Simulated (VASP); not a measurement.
# ZnAu (Pm-3m) in VASP: further runs, part 2 of 2

VASP 6.6.1. The steps go on from the part before.

## 4. Single point, r2SCAN

INCAR

```
ALGO = Normal
EDIFF = 1E-7
ENCUT = 520
ISIF = 2
ISMEAR = -1
LASPH = True
LCHARG = True
LELF = True
LMIXTAU = True
LREAL = False
LVHAR = True
LWAVE = False
METAGGA = R2SCAN
NELM = 80
PREC = Accurate
SIGMA = 0.05
```

KPOINTS

```
k-points
0
Gamma
  8 8 8
```

POSCAR

```
ZnAu
1.0
    3.1470000000      0.0000000000      0.0000000000
    0.0000000000      3.1470000000      0.0000000000
    0.0000000000      0.0000000000      3.1470000000
Au Zn
1 1
Direct
    0.0000000000      0.0000000000      0.0000000000
    0.5000000000      0.5000000000      0.5000000000
```

Potentials or basis: VASP PAW PBE potentials, release 64 (Au, Zn).

The run is started by

```sh
$ cat potpaw_PBE.64/Au/POTCAR potpaw_PBE.64/Zn/POTCAR > POTCAR
$ mpirun -np 1 vasp_std > vasp.out
```

OUTCAR:

```text
EDIFF = 1E-7
   ENCUT = 520
   ISIF = 2
   ISMEAR = -1
   LASPH = True
   LREAL = False
   METAGGA = R2SCAN
   NELM = 80
   PREC = Accurate

 ion  position               nearest neighbor table
   1  0.000  0.000  0.000-   2 2.73   2 2.73   2 2.73   2 2.73   2 2.73   2 2.73   2 2.73   2 2.73

   2  0.500  0.500  0.500-   1 2.73   1 2.73   1 2.73   1 2.73   1 2.73   1 2.73   1 2.73   1 2.73

  LATTYP: Found a simple cubic cell.
 ALAT       =     3.1470000000

  Lattice vectors:

 A1 = (   3.1470000000,   0.0000000000,   0.0000000000)
 A2 = (   0.0000000000,   3.1470000000,   0.0000000000)
 A3 = (   0.0000000000,   0.0000000000,   3.1470000000)

Analysis of symmetry for initial positions (statically):
=====================================================================
 Subroutine PRICEL returns:
 Original cell was already a primitive cell.

 Routine SETGRP: Setting up the symmetry group for a
 simple cubic supercell.

 Subroutine GETGRP returns: Found 48 space group operations
 (whereof 48 operations were pure point group operations)
 out of a pool of 48 trial point group operations.

The static configuration has the point symmetry O_h .

[... 169 lines left out ...]
  band No.  band energies     occupation
      1      -4.0377      2.00000
      2      -1.5199      2.00000
      3      -1.5199      2.00000
      4      -0.8103      2.00000
      5      -0.8103      2.00000
      6      -0.8103      2.00000
      7       1.2372      2.00000
      8       1.2372      2.00000
      9       2.9930      2.00000
     10       2.9930      2.00000
     11       2.9930      2.00000
     12      12.2672      0.00000
     13      12.2672      0.00000
     14      12.2672      0.00000
[... 401 lines left out ...]
      2      -1.4204      2.00000
      3      -1.1058      2.00000
      4      -1.0959      2.00000
      5      -0.5598      2.00000
      6       0.2891      2.00000
      7       1.5200      2.00000
      8       1.9070      2.00000
      9       2.0695      2.00000
     10       3.0937      2.00000
     11       5.1250      2.00000
     12       5.2642      2.00000
     13       9.6740      0.00000
     14      10.6111      0.00000
     15      16.4656      0.00000

 [... further k-points ...]
[... 5 lines left out ...]
  --------------------------------------------------------------------------------------
  -------------------------------------------------------------------------------------
  Total        0.1564184      0.1564184      0.1564184     -0.0000000     -0.0000000     -0.0000000
  in kB        8.0409653      8.0409653      8.0409653     -0.0000000     -0.0000000     -0.0000000
  external PRESSURE =       8.0409653 kB  Pullay stress =       0.0000000 kB

 VOLUME and BASIS-vectors are now :
 -----------------------------------------------------------------------------
  energy-cutoff  :      520.00
  volume of cell :       31.17
      direct lattice vectors                 reciprocal lattice vectors
     3.147000000  0.000000000  0.000000000     0.317762949  0.000000000  0.000000000
     0.000000000  3.147000000  0.000000000     0.000000000  0.317762949  0.000000000
     0.000000000  0.000000000  3.147000000     0.000000000  0.000000000  0.317762949

 POSITION                                       TOTAL-FORCE (eV/Angst)
 -----------------------------------------------------------------------------------
      0.00000      0.00000      0.00000         0.000000      0.000000      0.000000
      1.57350      1.57350      1.57350         0.000000      0.000000      0.000000
 -----------------------------------------------------------------------------------
    total drift:                                0.000000      0.000000     -0.000000

  FREE ENERGIE OF THE ION-ELECTRON SYSTEM (eV)
  ---------------------------------------------------
  free  energy   TOTEN  =       -59.9426462931 eV

  energy  without entropy=      -59.9405751169  energy(sigma->0) =      -59.94161071
```

OSZICAR:

```text
N       E                     dE             d eps       ncg     rms          rms(c)
DAV:   1     0.724819372591E+02    0.72482E+02   -0.12133E+04  1074   0.208E+03
DAV:   2    -0.609562905525E+02   -0.13344E+03   -0.12899E+03  1106   0.358E+02
DAV:   3    -0.654803708169E+02   -0.45241E+01   -0.45146E+01  1260   0.750E+01
DAV:   4    -0.655098192430E+02   -0.29448E-01   -0.29446E-01  1246   0.540E+00
[... 10 lines left out ...]
DAV:  15    -0.599426478751E+02   -0.17674E-06   -0.18007E-06  1148   0.205E-02    0.204E-03
DAV:  16    -0.599426475474E+02    0.32771E-06   -0.13598E-07   847   0.543E-03    0.125E-03
DAV:  17    -0.599426461212E+02    0.14262E-05   -0.27471E-07   945   0.634E-03    0.512E-04
DAV:  18    -0.599426462937E+02   -0.17252E-06   -0.40447E-08   546   0.225E-03    0.228E-04
DAV:  19    -0.599426462931E+02    0.58253E-09   -0.82175E-09   567   0.928E-04
   1 F= -.59942646E+02 E0= -.59941611E+02  d E =-.207118E-02
```

Run time: 30 s. Hardware: 1 thread of Intel Xeon Platinum 8488C (Sapphire Rapids), shared host; peak memory 0.15 GiB.

What came out:

```yaml
Free_energy: -59.9426 eV
Pressure: 0.8 GPa
Band_gap_on_the_k_mesh: none (metal or under the smearing width)
```

Caveat: the PAW data sets were made with another functional, which shifts forces and pressure a little.

## 5. Summary

```csv
task,level,cell,k mesh,cutoff (eV),smearing,gap on the mesh (eV),pressure (GPa)
relaxation of cell and atoms,r2SCAN+D4,relaxed,8 × 8 × 8,600,methfessel-paxton 0.1 eV,none,0.0
relaxation of the atoms,r2SCAN,"atoms relaxed from: atoms moved at random, drawn with an rms of 0.02 Å",6 × 6 × 6,520,methfessel-paxton 0.1 eV,none,0.7
single point,r2SCAN,as given,8 × 8 × 8,520,fermi-dirac 0.05 eV,none,0.8
```

Alike in all rows: potentials or basis VASP PAW PBE potentials, release 64 (Au, Zn); no spin polarisation.

Caveats: the PAW data sets were made with another functional, which shifts forces and pressure a little; pairwise dispersion overbinds metals, which lowers pressure and volume (some runs).

Total energies depend on the potentials used, so only differences within one code and one set of settings carry meaning.
